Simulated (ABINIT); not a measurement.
Ga:

```xyz
2
Lattice="1.3830 -4.0265 0.0000 1.3830 4.0265 0.0000 -0.1174 0.0000 3.3299" Properties=species:S:1:pos:R:3 pbc="T T T"
Ga    1.2949    2.9716    2.4974
Ga    1.3536   -2.9716    0.8325
```

This isn't the form of Ga at room conditions, which is orthorhombic.

| Item | Value |
| --- | --- |
| Program | ABINIT 10.8.3 (patched build) |
| Task | relaxation of cell and atoms |
| Functional | PBEsol |
| Potentials or basis | JTH PAW PBE v2.0 |
| Cutoff | 463 eV |
| k mesh | 8 × 8 × 7 |
| Occupations | fermi-dirac, width 0.05 eV |
| Spin | no spin polarisation |

At the start: pressure -1.5 GPa; volume 18.54 Å³/atom.

Question: How do energy, volume and symmetry change on relaxing?

Answer: Over 17 steps the energy falls by 15.0 meV/atom and the volume is 18.07 Å³/atom (-2.5 %); space group C2/c (No. 15, to 0.05 Å).

Step by step:
| step | energy change (eV) | largest force (eV/Å) | pressure (GPa) | volume (Å³) |
| --- | --- | --- | --- | --- |
| 1 | 0.0000 | 0.1768 | -1.49 | 37.09 |
| 2 | -0.0046 | 0.1636 | -1.27 | 36.92 |
| 3 | -0.0119 | 0.1150 | 2.36 | 34.91 |
| 4 | -0.0222 | 0.0372 | 0.21 | 35.93 |
| 5 | -0.0231 | 0.0201 | 0.38 | 35.84 |
| 6 | -0.0226 | 0.0810 | 1.15 | 35.53 |
| 7 | -0.0254 | 0.0200 | 0.56 | 35.79 |
| 8 | -0.0265 | 0.0167 | 0.36 | 35.91 |
| 9 | -0.0288 | 0.0208 | -0.42 | 36.39 |
| 10 | -0.0291 | 0.0126 | -0.31 | 36.32 |
| 11 | -0.0293 | 0.0065 | -0.22 | 36.26 |
| 12 | -0.0298 | 0.0086 | 0.03 | 36.12 |
| 13 | -0.0299 | 0.0120 | 0.07 | 36.10 |
| 14 | -0.0299 | 0.0095 | 0.03 | 36.12 |
| 15 | -0.0299 | 0.0063 | 0.00 | 36.14 |
| 16 | -0.0299 | 0.0038 | -0.01 | 36.14 |
| 17 | -0.0299 | 0.0016 | -0.01 | 36.15 |

Final structure:
```xyz
2
Lattice="1.3515 -3.9150 -0.0503 1.3515 3.9150 -0.0503 -0.2359 0.0000 3.4246" Properties=species:S:1:pos:R:3 pbc="T T T"
Ga    1.1746    2.8696    2.5181
Ga    1.2925   -2.8696    0.8059
```

Caveat: the PAW data sets were made with another functional, which shifts forces and pressure a little.
